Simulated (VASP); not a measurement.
# Ge (P4_32_12) in VASP: settings compared

Aim: see how the results for Ge move with the level of theory and the settings. Levels: PBEsol, r2SCAN. Tasks: relaxation of cell and atoms.

All numbers are computed with VASP 6.6.1; they aren't measurements. Logs are shortened: lines on timing, memory, paths and dates and some standing lists are left out, and cuts for length are marked.

## (1) The crystal as given

It takes space group P4_32_12 (No. 96, tetragonal). The conventional cell has a = 5.925 Å, b = 5.925 Å, c = 6.971 Å, α = 90.00°, β = 90.00°, γ = 90.00°. Ge (site symmetry 2) has 4 Ge at 2.48 to 2.49 Å as nearest neighbours. Around Ge (site symmetry 1) lie 4 Ge at 2.48 to 2.51 Å.

This isn't the form of Ge at room conditions, which is diamond.

## (2) Relaxation of cell and atoms, PBEsol

Contents of INCAR:

```
SYSTEM = Ge
PREC = Accurate
ENCUT = 600
EDIFF = 1E-7
ISMEAR = 0
SIGMA = 0.03
LREAL = .False.
LASPH = .True.
NELM = 80
ALGO = Normal
ISIF = 3
LWAVE = .False.
LCHARG = .False.
GGA = PS
IBRION = 2
NSW = 90
EDIFFG = -0.005
KPAR = 4
```

Contents of KPOINTS:

```
regular mesh
0
Gamma
  6 6 4
  0 0 0
```

Contents of POSCAR:

```
Ge                                      
1.0
    5.9246002295     -0.0000000000      0.0000000000
    0.0000000000      5.9246002295     -0.0000000000
   -0.0000000000      0.0000000000      6.9708583429
  Ge            
    12
Direct
     0.0886350884853472    0.0886350884853472    0.0000000000000000
     0.4113649115146529    0.5886350884853472    0.7500000000000000
     0.9113649115146528    0.9113649115146528    0.5000000000000000
     0.5886350884853472    0.4113649115146529    0.2500000000000000
     0.1718020595181602    0.3698566202484511    0.2563818224781991
     0.1301433797515488    0.6718020595181601    0.0063818224781994
     0.8281979404818399    0.6301433797515490    0.7563818224781994
     0.8698566202484510    0.3281979404818400    0.5063818224781993
     0.6718020595181601    0.1301433797515488    0.9936181775218007
     0.6301433797515490    0.8281979404818399    0.2436181775218008
     0.3281979404818400    0.8698566202484510    0.4936181775218008
     0.3698566202484511    0.1718020595181602    0.7436181775218006
```

Potentials or basis: VASP PAW PBE potentials, release 64 (Ge_d).

On the command line:

```
cat potpaw_PBE.64/Ge_d/POTCAR > POTCAR
mpirun -np 4 vasp_std > vasp.out
```

OUTCAR:

```text
SYSTEM = Ge
   PREC = Accurate
   ENCUT = 600
   EDIFF = 1E-7
   ISMEAR = 0
   LREAL = .False.
   LASPH = .True.
   NELM = 80
   ISIF = 3
   GGA = PS
   IBRION = 2
   NSW = 90
   EDIFFG = -0.005

 ion  position               nearest neighbor table
   1  0.089  0.089  0.000-   6 2.48   9 2.48   5 2.49  12 2.49
   2  0.411  0.589  0.750-   7 2.48  12 2.48  11 2.49   6 2.49
   3  0.911  0.911  0.500-   8 2.48  11 2.48  10 2.49   7 2.49
   4  0.589  0.411  0.250-   5 2.48  10 2.48   9 2.49   8 2.49
   5  0.172  0.370  0.256-   4 2.48   1 2.49   6 2.51   8 2.51
   6  0.130  0.672  0.006-   1 2.48   2 2.49   5 2.51   7 2.51
   7  0.828  0.630  0.756-   2 2.48   3 2.49   6 2.51   8 2.51
   8  0.870  0.328  0.506-   3 2.48   4 2.49   5 2.51   7 2.51
   9  0.672  0.130  0.994-   1 2.48   4 2.49  10 2.51  12 2.51
  10  0.630  0.828  0.244-   4 2.48   3 2.49   9 2.51  11 2.51
  11  0.328  0.870  0.494-   3 2.48   2 2.49  10 2.51  12 2.51
  12  0.370  0.172  0.744-   2 2.48   1 2.49   9 2.51  11 2.51

  LATTYP: Found a simple tetragonal cell.
 ALAT       =     5.9246002295
 C/A-ratio  =     1.1765955631

  Lattice vectors:

 A1 = (   5.9246002295,   0.0000000000,   0.0000000000)
 A2 = (   0.0000000000,   5.9246002295,   0.0000000000)
 A3 = (   0.0000000000,   0.0000000000,   6.9708583429)

Analysis of symmetry for initial positions (statically):
=====================================================================
 Subroutine PRICEL returns:
 Original cell was already a primitive cell.

 Routine SETGRP: Setting up the symmetry group for a
 simple tetragonal supercell.

 Subroutine GETGRP returns: Found  8 space group operations
 (whereof  2 operations were pure point group operations)
 out of a pool of 16 trial point group operations.

The static configuration has the point symmetry C_2 .
 The point group associated with its full space group is D_4 .

Analysis of symmetry for dynamics (positions and initial velocities):
=====================================================================
 Subroutine PRICEL returns:
 Original cell was already a primitive cell.

 Routine SETGRP: Setting up the symmetry group for a
 simple tetragonal supercell.

 Subroutine GETGRP returns: Found  8 space group operations
 (whereof  2 operations were pure point group operations)
 out of a pool of 16 trial point group operations.

The dynamic configuration has the point symmetry C_2 .
 The point group associated with its full space group is D_4 .

 Subroutine INISYM returns: Found  8 space group operations
 (whereof  2 operations are pure point group operations),
 and found     1 'primitive' translations

----------------------------------------------------------------------------------------

                                     Primitive cell

  volume of cell :     244.6833

  direct lattice vectors                    reciprocal lattice vectors
     5.924600230  0.000000000  0.000000000     0.168787760  0.000000000  0.000000000
     0.000000000  5.924600230  0.000000000     0.000000000  0.168787760  0.000000000
     0.000000000  0.000000000  6.970858343     0.000000000  0.000000000  0.143454357

  length of vectors
     5.924600230  5.924600230  6.970858343     0.168787760  0.168787760  0.143454357

  position of ions in fractional coordinates (direct lattice)
     0.088635088  0.088635088  0.000000000
     0.411364912  0.588635088  0.750000000
     0.911364912  0.911364912  0.500000000
     0.588635088  0.411364912  0.250000000
     0.171802060  0.369856620  0.256381822
     0.130143380  0.671802060  0.006381822
     0.828197940  0.630143380  0.756381822
     0.869856620  0.328197940  0.506381822
     0.671802060  0.130143380  0.993618178
     0.630143380  0.828197940  0.243618178
     0.328197940  0.869856620  0.493618178
     0.369856620  0.171802060  0.743618178

  ion indices of the primitive-cell ions
   primitive index   ion index
                 1           1
                 2           2
                 3           3
                 4           4
                 5           5
                 6           6
                 7           7
                 8           8
                 9           9
                10          10
                11          11
                12          12

----------------------------------------------------------------------------------------

 KPOINTS: regular mesh

Automatic generation of k-mesh.
 Grid dimensions read from file:
 generate k-points for:    6    6    4

 Generating k-lattice:

  Cartesian coordinates                     Fractional coordinates (reciprocal lattice)
     0.028131293  0.000000000  0.000000000     0.166666667  0.000000000  0.000000000
     0.000000000  0.028131293  0.000000000     0.000000000  0.166666667  0.000000000
     0.000000000  0.000000000  0.035863589     0.000000000  0.000000000  0.250000000

  Length of vectors
     0.028131293  0.028131293  0.035863589

[... 30 lines left out ...]
   ISTART =      0    job   : 0-new  1-cont  2-samecut
   ICHARG =      2    charge: 1-file 2-atom 10-const
   ISPIN  =      1    spin polarized calculation?
   LNONCOLLINEAR =      F non collinear calculations
   LSORBIT =      F    spin-orbit coupling
   LASPH  =      T    aspherical Exc in radial PAW
   ENCUT  =  600.0 eV  44.10 Ry    6.64 a.u.  11.83 11.83 13.92*2*pi/ulx,y,z
   NELM   =     80;   NELMIN=  2; NELMDL= -5     # of ELM steps
   EDIFF  = 0.1E-06   stopping-criterion for ELM
   LREAL  =      F    real-space projection
   EDIFFG = -.5E-02   stopping-criterion for IOM
   NSW    =     90    number of steps for IOM
   IBRION =      2    ionic relax: 0-MD 1-quasi-New 2-CG
   NFREE  =      1    steps in history (QN), initial steepest desc. (CG)
   ISIF   =      3    stress and relaxation
   ISYM   =      2    0-nonsym 1-usesym 2-fastsym
   POTIM  = 0.5000    time-step for ionic-motion
   TEBEG  =    0.0;   TEEND  =   0.0 temperature during run
   PSTRESS=    0.0 pullay stress
   NELECT =     168.0000    total number of electrons
   NUPDOWN=      -1.0000    fix difference up-down
   EMIN   =  10.00;   EMAX   =-10.00  energy-range for DOS
   EFERMI =   0.00;   METHOD = LEGACY
   ISMEAR =     0;   SIGMA  =   0.03  broadening in eV -4-tet -1-fermi 0-gaus
   EFERMI_NEDOS =   21; number of points for ismear=-14 and -15
   IALGO  =     38    algorithm
   IMIX   =      4    mixing-type and parameters
     AMIX     =   0.40;   BMIX     =  1.00
     AMIX_MAG =   1.60;   BMIX_MAG =  1.00
  volume/ion in A,a.u.               =      20.39       137.60
  Fermi-wavevector in a.u.,A,eV,Ry     =   1.444253  2.729242 28.379921  2.085865
  Thomas-Fermi vector in A             =   2.562568
   LORBIT       =      0    0 simple, 1 ext, 2 COOP (PROOUT), +10 PAW based schemes
   GGA     = PS    functional components
   LHFCALC =     F    Hartree Fock is set to
   AEXX    =    0.0000 exact exchange contribution
   IVDW    =     0    specifies the selected vdW correction
   LEPSILON=     F    determine dielectric tensor
   LRPA    =     F    only Hartree local field effects (RPA)
 conjugate gradient relaxation of ions
 non-spin polarized calculation
 Gauss-broadening in eV      SIGMA  =   0.03
  energy-cutoff  :      600.00
  volume of cell :      244.68
 maximum number of plane-waves:      8196
 NGX is ok and might be reduce to    48
   NGX = 23   NGY = 23   NGZ = 27

--------------------------------------- Ionic step        1  -------------------------------------------

 number of electron     167.9999922 magnetization

 Free energy of the ion-electron system (eV)
  ---------------------------------------------------
  ext. energy  EPLUGINS =         0.00000000
  ---------------------------------------------------
  free energy    TOTEN  =       -57.90867767 eV

  energy without entropy =      -57.90867767  energy(sigma->0) =      -57.90867767

------------------------ aborting loop because EDIFF is reached ----------------------------------------

  FORCE on cell =-STRESS in cart. coord.  units (eV):
  Direction    XX          YY          ZZ          XY          YZ          ZX
  --------------------------------------------------------------------------------------
  -------------------------------------------------------------------------------------
  Total        0.0349811      0.0349811      0.0484374      0.0000000     -0.0000000      0.0000000
  in kB        0.2290550      0.2290550      0.3171666      0.0000000     -0.0000000      0.0000000
  external PRESSURE =       0.2584256 kB  Pullay stress =       0.0000000 kB
[... 215 lines left out ...]
  energy  without entropy=      -57.9087080132  energy(sigma->0) =      -57.90870801

--------------------------------------- Ionic step        6  -------------------------------------------

 number of electron     167.9999924 magnetization

 Free energy of the ion-electron system (eV)
  ---------------------------------------------------
  ext. energy  EPLUGINS =         0.00000000
  ---------------------------------------------------
  free energy    TOTEN  =       -57.90870903 eV

  energy without entropy =      -57.90870903  energy(sigma->0) =      -57.90870903

 E-fermi :   5.3885     XC(G=0): -10.8339

 val. band max:        5.2336412312   @ k =   0.3333   0.3333   0.0000
 cond. band min:       5.6905247162   @ k =   0.3333   0.3333   0.0000
 fundamental gap:      0.4568834850
 Fermi energy:         5.3885109616

 k-point     1 :       0.0000    0.0000    0.0000
  band No.  band energies     occupation
      1     -19.0651      2.00000
      2     -19.0377      2.00000
      3     -19.0377      2.00000
      4     -19.0194      2.00000
      5     -19.0194      2.00000
      6     -19.0187      2.00000
[... 2365 lines left out ...]
     95       9.6262      0.00000
     96       9.6262      0.00000

 [... further k-points ...]

 [bands above 96 left out]

------------------------ aborting loop because EDIFF is reached ----------------------------------------

  FORCE on cell =-STRESS in cart. coord.  units (eV):
  Direction    XX          YY          ZZ          XY          YZ          ZX
  --------------------------------------------------------------------------------------
  -------------------------------------------------------------------------------------
  Total       -0.0550603     -0.0550603     -0.0087309      0.0000000     -0.0000000      0.0000000
  in kB       -0.3603306     -0.3603306     -0.0571378      0.0000000     -0.0000000      0.0000000
  external PRESSURE =      -0.2592663 kB  Pullay stress =       0.0000000 kB
[... 27 lines left out ...]
  FREE ENERGIE OF THE ION-ELECTRON SYSTEM (eV)
  ---------------------------------------------------
  free  energy   TOTEN  =       -57.9087090271 eV

  energy  without entropy=      -57.9087090271  energy(sigma->0) =      -57.90870903

 reached required accuracy - stopping structural energy minimisation
```

It took 9.1 min on 4 MPI ranks of Intel Xeon 6975P-C (Granite Rapids), shared host; peak memory 0.74 GiB.

What came out:

* Free energy: -57.9087 eV
* Relaxed volume: 20.40 Å³/atom
* Relaxed cell: a = 5.926 Å, b = 5.926 Å, c = 6.972 Å, α = 90.00°, β = 90.00°, γ = 90.00°
* Space group after relaxing (to 0.05 Å): P4_32_12 (No. 96)
* Energy gained by relaxing: 0.0 meV/atom
* Ionic steps: 6
* Pressure after relaxing: 0.0 GPa
* Band gap on the k mesh: 0.46 eV, direct

Forces in eV/Å, atoms in the order of the input:
```
Ge   0.001  0.001  0.000
Ge  -0.001  0.001  0.000
Ge  -0.001 -0.001  0.000
Ge   0.001 -0.001  0.000
Ge   0.000 -0.003  0.001
Ge   0.003  0.000  0.001
Ge   0.000  0.003  0.001
Ge  -0.003  0.000  0.001
Ge   0.000  0.003 -0.001
Ge   0.003  0.000 -0.001
Ge   0.000 -0.003 -0.001
Ge  -0.003  0.000 -0.001
```

Final structure:
```
Ge
1.0
     5.92558    0.00000    0.00000
     0.00000    5.92558    0.00000
     0.00000    0.00000    6.97246
Ge
12
Direct
  0.08869 0.08869 0.00000
  0.41131 0.58869 0.75000
  0.91131 0.91131 0.50000
  0.58869 0.41131 0.25000
  0.17175 0.36982 0.25639
  0.13018 0.67175 0.00639
  0.82825 0.63018 0.75639
  0.86982 0.32825 0.50639
  0.67175 0.13018 0.99361
  0.63018 0.82825 0.24361
  0.32825 0.86982 0.49361
  0.36982 0.17175 0.74361
```

Levels at points of the mesh, in eV from the valence-band top:
```csv
k point,band 80,band 81,band 82,band 83,band 84,band 85,band 86,band 87,band 88,band 89
"(0.00, 0.00, 0.00)",-1.75,-1.06,-1.00,-1.00,-0.23,1.39,1.65,1.65,2.49,3.27
"(0.50, 0.00, 0.00)",-1.83,-0.58,-0.58,-0.09,-0.09,1.18,1.18,2.22,2.22,2.52
"(0.50, 0.50, 0.00)",-1.11,-0.34,-0.34,-0.08,-0.08,1.16,1.16,1.57,1.57,1.84
"(0.00, 0.00, 0.50)",-1.95,-1.20,-1.20,-0.75,-0.75,0.77,0.77,1.46,1.46,3.46
"(0.50, 0.00, 0.50)",-1.03,-0.82,-0.82,-0.55,-0.55,0.72,0.72,1.26,1.26,2.50
"(0.50, 0.50, 0.50)",-1.42,-1.02,-1.02,-1.02,-1.02,1.18,1.18,1.18,1.18,1.92
```

Caveat: the PAW data sets were made with another functional, which shifts forces and pressure a little. A k mesh can miss the band edges.

## (3) Relaxation of cell and atoms, r2SCAN

This run uses another cell than the first one, of 20.45 Å³/atom, 1.003 times its volume.

Contents of INCAR:

```
PREC     = Accurate       # precision mode
ENCUT    = 600            # plane-wave cutoff, eV
EDIFF    = 1E-6           # SCF threshold, eV
ISMEAR   = 0              # smearing method
SIGMA    = 0.03           # smearing width, eV
LREAL    = False          # projectors in reciprocal space
LASPH    = True           # aspherical terms in the spheres
NELM     = 80             # most SCF steps
ALGO     = Normal         # electronic algorithm
ISIF     = 3              # what is computed and relaxed
LWAVE    = False          # write WAVECAR
LCHARG   = False          # write CHGCAR
METAGGA  = R2SCAN         # meta-GGA
LMIXTAU  = True         
IBRION   = 2              # ionic algorithm
NSW      = 90             # ionic steps
EDIFFG   = -0.01          # ionic threshold
KPAR     = 4
```

Contents of KPOINTS:

```
Automatic mesh
0
Gamma
  6 6 4
```

Contents of POSCAR:

```
Ge
1.0
    5.9300000000      0.0000000000      0.0000000000
    0.0000000000      5.9300000000      0.0000000000
    0.0000000000      0.0000000000      6.9800000000
Ge
12
Direct
    0.0750000000      0.0750000000      0.0000000000
    0.4250000000      0.5750000000      0.7500000000
    0.9250000000      0.9250000000      0.5000000000
    0.5750000000      0.4250000000      0.2500000000
    0.1667000000      0.3750000000      0.2500000000
    0.1250000000      0.6667000000      0.0000000000
    0.8333000000      0.6250000000      0.7500000000
    0.8750000000      0.3333000000      0.5000000000
    0.6667000000      0.1250000000      0.0000000000
    0.6250000000      0.8333000000      0.2500000000
    0.3333000000      0.8750000000      0.5000000000
    0.3750000000      0.1667000000      0.7500000000
```

Potentials or basis: VASP PAW PBE potentials, release 64 (Ge_d).

On the command line:

```
cat potpaw_PBE.64/Ge_d/POTCAR > POTCAR
mpirun -np 4 vasp_std > vasp.out
```

It took 72 min on 4 MPI ranks of Intel Xeon 6975P-C (Granite Rapids), shared host; peak memory 0.78 GiB.

The run converged. Its results:

| Property | Result |
| --- | --- |
| Free energy | -164.3591 eV |
| Relaxed volume | 20.91 Å³/atom |
| Relaxed cell | a = 5.949 Å, b = 5.949 Å, c = 7.089 Å, α = 90.00°, β = 90.00°, γ = 90.00° |
| Space group after relaxing (to 0.05 Å) | P4_32_12 (No. 96) |
| Energy gained by relaxing | 17.9 meV/atom |
| Ionic steps | 16 |
| Pressure after relaxing | 0.0 GPa |
| Largest force after relaxing | 0.006 eV/Å |
| Band gap on the k mesh | 0.72 eV, direct |

Forces on the atoms (eV/Å):
```
Ge   0.004  0.004  0.000
Ge  -0.004  0.004  0.000
Ge  -0.004 -0.004  0.000
Ge   0.004 -0.004  0.000
Ge  -0.005  0.000 -0.003
Ge   0.000 -0.005 -0.003
Ge   0.005  0.000 -0.003
Ge   0.000  0.005 -0.003
Ge  -0.005  0.000  0.003
Ge   0.000  0.005  0.003
Ge   0.005  0.000  0.003
Ge   0.000 -0.005  0.003
```

The path:
| step | energy change (eV) | largest force (eV/Å) | pressure (GPa) | volume (Å³) |
| --- | --- | --- | --- | --- |
| 1 | 0.0000 | 0.9350 | 1.34 | 245.45 |
| 2 | -0.1589 | 0.2378 | -0.54 | 251.57 |
| 3 | -0.1593 | 0.2408 | -0.60 | 251.92 |
| 4 | -0.1991 | 0.1397 | 0.01 | 250.15 |
| 5 | -0.2053 | 0.1073 | 0.39 | 249.17 |
| 6 | -0.2104 | 0.0519 | -0.03 | 250.93 |
| 7 | -0.2105 | 0.0520 | -0.07 | 250.83 |
| 8 | -0.2105 | 0.0524 | -0.04 | 250.75 |
| 9 | -0.2122 | 0.0421 | -0.04 | 250.87 |
| 10 | -0.2138 | 0.0321 | -0.05 | 251.07 |
| 11 | -0.2132 | 0.0423 | -0.08 | 251.45 |
| 12 | -0.2142 | 0.0314 | -0.10 | 251.20 |
| 13 | -0.2148 | 0.0160 | 0.11 | 250.51 |
| 14 | -0.2149 | 0.0183 | 0.10 | 250.65 |
| 15 | -0.2150 | 0.0107 | 0.02 | 251.07 |
| 16 | -0.2151 | 0.0062 | 0.00 | 250.92 |

Final structure:
```cif
data_structure
_symmetry_space_group_name_H-M 'P 1'
_symmetry_Int_Tables_number 1
_cell_length_a 5.9495
_cell_length_b 5.9495
_cell_length_c 7.0889
_cell_angle_alpha 90.000
_cell_angle_beta 90.000
_cell_angle_gamma 90.000
_cell_volume 250.92
loop_
_atom_site_label
_atom_site_type_symbol
_atom_site_fract_x
_atom_site_fract_y
_atom_site_fract_z
_atom_site_occupancy
Ge1 Ge 0.08449 0.08449 0.00000 1
Ge2 Ge 0.41551 0.58449 0.75000 1
Ge3 Ge 0.91551 0.91551 0.50000 1
Ge4 Ge 0.58449 0.41551 0.25000 1
Ge5 Ge 0.16928 0.37260 0.24473 1
Ge6 Ge 0.12740 0.66928 0.99473 1
Ge7 Ge 0.83072 0.62740 0.74473 1
Ge8 Ge 0.87260 0.33072 0.49473 1
Ge9 Ge 0.66928 0.12740 0.00527 1
Ge10 Ge 0.62740 0.83072 0.25527 1
Ge11 Ge 0.33072 0.87260 0.50527 1
Ge12 Ge 0.37260 0.16928 0.75527 1
```

Levels at points of the mesh, in eV from the valence-band top:
| k point | band 81 | band 82 | band 83 | band 84 | band 85 | band 86 | band 87 | band 88 |
| --- | --- | --- | --- | --- | --- | --- | --- | --- |
| (0.00, 0.00, 0.00) | -1.03 | -0.97 | -0.97 | -0.26 | 1.73 | 1.96 | 1.96 | 2.95 |
| (0.50, 0.00, 0.00) | -0.67 | -0.67 | -0.15 | -0.15 | 1.52 | 1.52 | 2.49 | 2.49 |
| (0.50, 0.50, 0.00) | -0.52 | -0.52 | -0.19 | -0.19 | 1.41 | 1.41 | 1.83 | 1.83 |
| (0.00, 0.00, 0.50) | -1.19 | -1.19 | -0.78 | -0.78 | 1.12 | 1.12 | 1.94 | 1.94 |
| (0.50, 0.00, 0.50) | -0.88 | -0.88 | -0.62 | -0.62 | 1.12 | 1.12 | 1.55 | 1.55 |
| (0.50, 0.50, 0.50) | -1.08 | -1.08 | -1.08 | -1.08 | 1.58 | 1.58 | 1.58 | 1.58 |

Caveat: the PAW data sets were made with another functional, which shifts forces and pressure a little. r2SCAN opens gaps a little over a GGA but as a rule still falls short of measured ones.
